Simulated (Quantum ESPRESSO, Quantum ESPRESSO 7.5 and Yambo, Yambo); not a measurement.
# Beyond one shot: RbBr (Fm-3m)

Aim: iterate the self-energy on RbBr (Fm-3m) and follow the gap from cycle to cycle.

Main program and level: Quantum ESPRESSO 7.5 and Yambo 5.3.0; PBE and many-body steps on it, plane waves.

Report form: the programs' logs are mostly left out.

The database entry behind the starting cell differs from later determinations by our own check (about 0.5 % short), so it need not match the best structure at ambient conditions.

## Step 1: Starting point

The structure is cubic, space group Fm-3m (No. 225). The conventional cell has a = 6.854 Å, b = 6.854 Å, c = 6.854 Å, α = 90.00°, β = 90.00°, γ = 90.00°. Rb has 6 Br at 3.43 Å nearest. Nearest to Br lie 6 Rb at 3.43 Å. Farther neighbours and most contacts between anions are not listed.

The cell and positions come from the Crystallography Open Database and are kept as given unless a step says otherwise.

## Step 2: Empty states on the mesh, 4×4×4 mesh, 195 bands

This step: Quantum ESPRESSO 7.5; DFT, PBE, plane waves, norm-conserving pseudopotentials.

The sums over transitions need many empty states on a uniform mesh; this step solves for them.

pw.in

```
&control
  calculation = 'nscf'
  prefix = 'x'
  outdir = 'o'
  pseudo_dir = 'pseudo'
/
&system
  ibrav = 0
  nat = 2
  ntyp = 2
  ecutwfc = 76.0
  nbnd = 195
  force_symmorphic = .true.
/
&electrons
  conv_thr = 1e-9
  electron_maxstep = 80
  diago_full_acc = .true.
  diago_thr_init = 5e-6
/
ATOMIC_SPECIES
  Rb 85.468 Rb.upf
  Br 79.904 Br.upf
CELL_PARAMETERS angstrom
  -0.0000000000 3.4270000000 3.4270000000
  3.4270000000 -0.0000000000 3.4270000000
  3.4270000000 3.4270000000 -0.0000000000
ATOMIC_POSITIONS crystal
  Rb 0.0000000000 0.0000000000 0.0000000000
  Br 0.5000000000 0.5000000000 0.5000000000
K_POINTS automatic
  4 4 4 0 0 0
```

On the command line:

```
OMP_NUM_THREADS=1 mpirun -n 16 pw.x -nk 4 -in pw.in > pw.out
```

The job ended after 8.1 s (16 MPI ranks of AMD EPYC 7R43, shared host; peak memory 1.3 GiB).

Numbers from this step:

* gap: 4.364 eV
* k of the valence top: 0, 0, 0
* k of the conduction bottom: 0, 0, 0
* least direct gap: 4.364 eV
* k points computed: 8
* lowest point of the top converged band, above the valence top: 94.2073 eV

On this mesh the gap is 4.364 eV.

The density comes from a self-consistent run that is not shown.

## Step 3: Conversion and set-up

This step: Yambo 5.3.0; conversion and set-up on PBE, plane waves, norm-conserving pseudopotentials.

The states are converted to the many-body program's format and the q mesh is built.

On the command line:

```
(cd o/x.save; p2y > p2y.log; mv SAVE ../..); yambo > setup.log
```

Wall time 4.5 s (1 MPI rank); peak memory 0.25 GiB.

## Step 4: G0W0

G0W0 replaces the xc potential by the self-energy, built once from these orbitals. Only a window of levels is corrected, while the sums run over the empty bands that the input names.

This step: G0W0 on PBE, plane waves, norm-conserving pseudopotentials.

gw1.in

```
HF_and_locXC
gw0
dyson
ppa
em1d
rim_cut
RandQpts= 1000000
RandGvec= 1 RL
EXXRLvcs= 76 Ry
VXCRLvcs= 304 Ry
Chimod= "HARTREE"
% BndsRnXp
 1 | 195 |
%
NGsBlkXp= 14.5 Ry
% LongDrXp
 1 | 1 | 1 |
%
% GbndRnge
 1 | 195 |
%
DysSolver= "n"
ExtendOut
PPAPntXp= 27.21138 eV
% QPkrange
 1 | 1 | 12 | 15 |
%
```

On the command line:

```
OMP_NUM_THREADS=1 mpirun -n 16 yambo -F gw1.in -J gw1 -C gw1 > gw1.log
```

Elapsed: 2.2 min, on 16 MPI ranks; peak memory 8.2 GiB; 35 min of CPU time.

Numbers from this step:

```yaml
g0w0_gap_on_the_points_computed: 7.568 eV
starting_gap_on_the_mesh: 4.364 eV
k_of_the_valence_top: 0, 0, 0
k_of_the_conduction_bottom: 0, 0, 0
least_direct_g0w0_gap_on_the_computed_points: 7.568 eV
z_at_the_valence_top: 0.8264
z_at_the_conduction_bottom: 0.8768
```

The gap on the mesh goes from 4.36 eV to 7.57 eV, a correction of +3.20 eV.

## Step 5: evGW0, cycle 1

This step: evGW0 on PBE, plane waves, norm-conserving pseudopotentials.

gw3.in, as its differences from gw1.in of step 4:

```diff
@@ -25,3 +25,4 @@
 % QPkrange
- 1 | 1 | 12 | 15 |
+ 1 | 8 | 10 | 16 |
 %
+GfnQPdb= "E < ./gw2/ndb.QP"
```

On the command line:

```
OMP_NUM_THREADS=1 mpirun -n 16 yambo -F gw3.in -J gw3,gw1_W -C gw3 > gw3.log
```

Run time: 15 min. Hardware: 16 MPI ranks; peak memory 8.3 GiB.

Numbers from this step:

```
quasiparticle gap on the mesh                         : 7.801 eV
gap of the density functional on the mesh             : 4.364 eV
k of the valence top                                  : 0, 0, 0
k of the conduction bottom                            : 0, 0, 0
least direct quasiparticle gap on the computed points : 7.801 eV
Z at the valence top                                  : 0.8319
Z at the conduction bottom                            : 0.9008
```

Against G0W0 in Yambo (4×4×4 mesh, 195 bands, screening to 197.3 eV, Godby-Needs plasmon pole), the gap moves by +0.233 eV.

The program's own table gives 8.118 eV, which is too large where the input levels are shifted: this version takes Σc at the unshifted level E₀, yet steps from the shifted one. The value above is the Newton step from E₀, E₀ + Z(Σc + Σx − Vxc), rebuilt from the printed columns.

## Step 6: evGW0, cycle 2

The corrected levels of the last cycle go back in.

gw4.in, as its differences from gw3.in of step 5:

```diff
@@ -27,2 +27,2 @@
 %
-GfnQPdb= "E < ./gw2/ndb.QP"
+GfnQPdb= "E < ./gw3_fix/ndb.QP"
```

On the command line:

```
OMP_NUM_THREADS=1 mpirun -n 16 yambo -F gw4.in -J gw4,gw1_W -C gw4 > gw4.log
```

Wall time 14 min (16 MPI ranks); peak memory 8.3 GiB; 3.3 h of CPU time.

This step gave:

```yaml
quasiparticle_gap_on_the_mesh: 7.817 eV
gap_of_the_density_functional_on_the_mesh: 4.364 eV
k_of_the_valence_top: 0, 0, 0
k_of_the_conduction_bottom: 0, 0, 0
least_direct_quasiparticle_gap_on_the_computed_points: 7.817 eV
```

Against the cycle before, the gap moves by +0.016 eV.

The program's own table gives 8.151 eV, which is too large where the input levels are shifted: this version takes Σc at the unshifted level E₀, yet steps from the shifted one. The value above is the Newton step from E₀, E₀ + Z(Σc + Σx − Vxc), rebuilt from the printed columns.

## Step 7: evGW0, cycle 3

gw5.in, as its differences from gw4.in of step 6:

```diff
@@ -27,2 +27,2 @@
 %
-GfnQPdb= "E < ./gw3_fix/ndb.QP"
+GfnQPdb= "E < ./gw4_fix/ndb.QP"
```

On the command line:

```
OMP_NUM_THREADS=1 mpirun -n 16 yambo -F gw5.in -J gw5,gw1_W -C gw5 > gw5.log
```

Wall time 13 min (16 MPI ranks); peak memory 8.3 GiB; 3.3 h of CPU time.

This step gave:

```
quasiparticle gap on the mesh                         : 7.818 eV
gap of the density functional on the mesh             : 4.364 eV
k of the valence top                                  : 0, 0, 0
k of the conduction bottom                            : 0, 0, 0
least direct quasiparticle gap on the computed points : 7.818 eV
```

Against the cycle before, the gap moves by +0.001 eV.

The program's own table gives 8.154 eV, which is too large where the input levels are shifted: this version takes Σc at the unshifted level E₀, yet steps from the shifted one. The value above is the Newton step from E₀, E₀ + Z(Σc + Σx − Vxc), rebuilt from the printed columns.

## Step 8: evGW, cycle 1

This step: evGW on PBE, plane waves, norm-conserving pseudopotentials.

gw6.in, as its differences from gw5.in of step 7:

```diff
@@ -27,2 +27,3 @@
 %
-GfnQPdb= "E < ./gw4_fix/ndb.QP"
+GfnQPdb= "E < ./gw2/ndb.QP"
+XfnQPdb= "E < ./gw2/ndb.QP"
```

On the command line:

```
OMP_NUM_THREADS=1 mpirun -n 16 yambo -F gw6.in -J gw6 -C gw6 > gw6.log
```

The job ended after 13 min (16 MPI ranks; peak memory 8.6 GiB).

Numbers from this step:

```
quasiparticle gap on the mesh                         : 8.411 eV
gap of the density functional on the mesh             : 4.364 eV
k of the valence top                                  : 0, 0, 0
k of the conduction bottom                            : 0, 0, 0
least direct quasiparticle gap on the computed points : 8.411 eV
```

Against G0W0 in Yambo (4×4×4 mesh, 195 bands, screening to 197.3 eV, Godby-Needs plasmon pole), the gap moves by +0.843 eV.

The program's own table gives 8.666 eV, which is too large where the input levels are shifted: this version takes Σc at the unshifted level E₀, yet steps from the shifted one. The value above is the Newton step from E₀, E₀ + Z(Σc + Σx − Vxc), rebuilt from the printed columns.

## Step 9: evGW, cycle 2

gw7.in, as its differences from gw6.in of step 8:

```diff
@@ -27,3 +27,3 @@
 %
-GfnQPdb= "E < ./gw2/ndb.QP"
-XfnQPdb= "E < ./gw2/ndb.QP"
+GfnQPdb= "E < ./gw6_fix/ndb.QP"
+XfnQPdb= "E < ./gw6_fix/ndb.QP"
```

On the command line:

```
OMP_NUM_THREADS=1 mpirun -n 16 yambo -F gw7.in -J gw7 -C gw7 > gw7.log
```

It took 14 min on 16 MPI ranks; peak memory 8.6 GiB.

This step gave:

| Quantity | Value |
| --- | --- |
| quasiparticle gap on the mesh | 8.590 eV |
| gap of the density functional on the mesh | 4.364 eV |
| k of the valence top | 0, 0, 0 |
| k of the conduction bottom | 0, 0, 0 |
| least direct quasiparticle gap on the computed points | 8.590 eV |

Against the cycle before, the gap moves by +0.179 eV.

The program's own table gives 8.881 eV, which is too large where the input levels are shifted: this version takes Σc at the unshifted level E₀, yet steps from the shifted one. The value above is the Newton step from E₀, E₀ + Z(Σc + Σx − Vxc), rebuilt from the printed columns.

## Step 10: evGW, cycle 3

gw8.in, as its differences from gw7.in of step 9:

```diff
@@ -27,3 +27,3 @@
 %
-GfnQPdb= "E < ./gw6_fix/ndb.QP"
-XfnQPdb= "E < ./gw6_fix/ndb.QP"
+GfnQPdb= "E < ./gw7_fix/ndb.QP"
+XfnQPdb= "E < ./gw7_fix/ndb.QP"
```

On the command line:

```
OMP_NUM_THREADS=1 mpirun -n 16 yambo -F gw8.in -J gw8 -C gw8 > gw8.log
```

Run time: 14 min. Hardware: 16 MPI ranks; peak memory 8.6 GiB.

This step gave:

```
quasiparticle gap on the mesh                         : 8.626 eV
gap of the density functional on the mesh             : 4.364 eV
k of the valence top                                  : 0, 0, 0
k of the conduction bottom                            : 0, 0, 0
least direct quasiparticle gap on the computed points : 8.626 eV
```

Against the cycle before, the gap moves by +0.036 eV.

The program's own table gives 8.923 eV, which is too large where the input levels are shifted: this version takes Σc at the unshifted level E₀, yet steps from the shifted one. The value above is the Newton step from E₀, E₀ + Z(Σc + Σx − Vxc), rebuilt from the printed columns.

## Step 11: evGW, cycle 4

gw9.in, as its differences from gw8.in of step 10:

```diff
@@ -27,3 +27,3 @@
 %
-GfnQPdb= "E < ./gw7_fix/ndb.QP"
-XfnQPdb= "E < ./gw7_fix/ndb.QP"
+GfnQPdb= "E < ./gw8_fix/ndb.QP"
+XfnQPdb= "E < ./gw8_fix/ndb.QP"
```

On the command line:

```
OMP_NUM_THREADS=1 mpirun -n 16 yambo -F gw9.in -J gw9 -C gw9 > gw9.log
```

Run time: 14 min. Hardware: 16 MPI ranks; peak memory 8.6 GiB; 3.7 h of CPU time.

This step gave:

- quasiparticle gap on the mesh: 8.633 eV
- gap of the density functional on the mesh: 4.364 eV
- k of the valence top: 0, 0, 0
- k of the conduction bottom: 0, 0, 0
- least direct quasiparticle gap on the computed points: 8.633 eV

Against the cycle before, the gap moves by +0.008 eV.

The program's own table gives 8.932 eV, which is too large where the input levels are shifted: this version takes Σc at the unshifted level E₀, yet steps from the shifted one. The value above is the Newton step from E₀, E₀ + Z(Σc + Σx − Vxc), rebuilt from the printed columns.

## Step 12: Side by side

Times are wall times on 16 MPI ranks of AMD EPYC 7R43, shared host, good to a factor of about two.

```csv
run,mesh,bands,screening cutoff (eV),DFT gap (eV),gap on the mesh (eV),direct (eV),time
G0W0,4×4×4,195,197.3,4.364,7.568,7.568,2.2 min
"evGW0, cycle 1",4×4×4,195,197.3,4.364,7.801,7.801,15 min
"evGW0, cycle 2",4×4×4,195,197.3,4.364,7.817,7.817,14 min
"evGW0, cycle 3",4×4×4,195,197.3,4.364,7.818,7.818,13 min
"evGW, cycle 1",4×4×4,195,197.3,4.364,8.411,8.411,13 min
"evGW, cycle 2",4×4×4,195,197.3,4.364,8.590,8.590,14 min
"evGW, cycle 3",4×4×4,195,197.3,4.364,8.626,8.626,14 min
"evGW, cycle 4",4×4×4,195,197.3,4.364,8.633,8.633,14 min
```

## Step 13: What came out

```json
{"G0W0": "7.568 eV", "evGW0, cycle 1": "7.801 eV", "evGW0, cycle 2": "7.817 eV", "evGW0, cycle 3": "7.818 eV", "evGW, cycle 1": "8.411 eV", "evGW, cycle 2": "8.590 eV", "evGW, cycle 3": "8.626 eV", "evGW, cycle 4": "8.633 eV", "known limits": "not at the basis limit; no spin-orbit coupling"}
```

**Reading.** evGW0 ends at 7.82 eV, +0.25 eV from G0W0, after 3 cycles that took 42 min beside the first screening; the last moved the gap by 0.001 eV. evGW ends at 8.63 eV, +1.07 eV from G0W0, after 4 cycles that took 55 min beside the first screening; the last moved the gap by 0.008 eV. Bands and cutoff are finite, so the gap is not at the basis limit. The miss can reach some tenths of an eV and take either sign; the mesh is an error of its own. The many-body steps are scalar-relativistic: spin-orbit coupling is not in them.

[Paths, hosts, dates, memory and timing lines, banners, echoed tables and standing remarks are left out of the program output.]

[Logs are printed without paths, hosts, clocks, repeated set-up lines and the standing remarks that a program may print on its own settings, such as how far it seeks lower states.]

[Runs of the session that timed out or met a known fault of the program may be left out.]

[Hosts, paths, dates, database ids (printed as entryN), source tags and the programs' standing remarks are cut or masked in the printed files.]
